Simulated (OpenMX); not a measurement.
# TiCo in OpenMX: convergence with VNA

Input of the first run (VNA 1 3); the others differ in this setting and in those tied to it:

The input TiCo.dat:

```
System.CurrrentDirectory             ./
System.Name                          TiCo
DATA.PATH                            ./DFT_DATA13
level.of.stdout                      1
level.of.fileout                     0
Species.Number                       2
<Definition.of.Atomic.Species
  Co  Co6.0H-s2p2d1          Co_CA13H
  Ti  Ti7.0-s2p2d1           Ti_CA13
Definition.of.Atomic.Species>

Atoms.Number                         2
Atoms.SpeciesAndCoordinates.Unit     Ang
<Atoms.SpeciesAndCoordinates
    1  Co    1.4859186897    1.5252278548    1.4875341758   9.500  7.500
    2  Ti    0.0424206927    0.0503428452    0.0012332638   6.500  5.500
Atoms.SpeciesAndCoordinates>

Atoms.UnitVectors.Unit               Ang
<Atoms.UnitVectors
     2.9861109900    0.0000000000    0.0000000000
     0.0000000000    2.9861109900    0.0000000000
     0.0000000000    0.0000000000    2.9861109900
Atoms.UnitVectors>

scf.XcType                           LSDA-CA
scf.SpinPolarization                 on
scf.ElectronicTemperature            580.226
scf.energycutoff                     500.0
scf.maxIter                          160
scf.EigenvalueSolver                 band
scf.Kgrid                            7 7 7
scf.Mixing.Type                      rmm-diisk
scf.Init.Mixing.Weight               0.01
scf.Min.Mixing.Weight                0.001
scf.Max.Mixing.Weight                0.2
scf.Mixing.History                   40
scf.Mixing.StartPulay                15
scf.criterion                        1.0e-8
scf.stress.tensor                    on
MD.Type                              nomd
scf.BufferL.VNA                      1
scf.RadialF.VNA                      3
```

Potentials or basis: OpenMX 2013 LDA set, Co6.0H-s2p2d1, Ti7.0-s2p2d1, grid cutoff 500 Ry.

The run is started by

```console
$ openmx TiCo.dat -nt 1 > TiCo.std
```

The cell isn't the ideal one: atoms moved at random, drawn with an rms of 0.05 Å.

The cell comes from a database or a generator and needn't be the stable form of this composition.

Hardware: 1 thread of Arm Neoverse V2, on a shared host.

**Question.** The values tried are 1 3, 2 4, 3 6, 4 8, 5 10, 6 12, 6 16, loosest first. From which on does the largest force stay within 0.005 eV/Å of the tightest run that finished?

**Answer.** From 6 12 on.

| VNA | energy less the tightest run, at zero smearing (meV/atom) | pressure (GPa) | largest force (eV/Å) | largest site moment (μB) | SCF cycles | CPU time (s) | peak memory (GiB) |
| --- | --- | --- | --- | --- | --- | --- | --- |
| 1 3 | -36265.03 | -5983.32 | 1.627 | 1.51 | 31 | 100 | 0.72 |
| 2 4 | 75.12 | -10.35 | 0.178 | 0.80 | 33 | 110 | 0.73 |
| 3 6 | 19.96 | -12.08 | 0.183 | 0.71 | 33 | 110 | 0.74 |
| 4 8 | -13.49 | -13.96 | 0.183 | 0.68 | 34 | 120 | 0.76 |
| 5 10 | -18.42 | -14.22 | 0.187 | 0.67 | 35 | 130 | 0.8 |
| 6 12 | 3.13 | -13.34 | 0.161 | 0.72 | 29 | 110 | 0.8 |
| 6 16 | 0.00 | -13.38 | 0.161 | 0.72 | 29 | 120 | 0.83 |

Against the tightest run, the pressure stays within 0.1 GPa from 6 12 on; the largest site moment stays within 0.02 μB from 6 12 on. Not settled before the last step: the energy (to 1 meV/atom). The tightest run that finished is the yardstick and may itself not be fully converged.

Caveat, for the tightest run too: the transition metal has a single d function, too few for pressures, volumes and moments; the basis of atomic orbitals isn't converged, which shifts pressures, moduli and gaps.
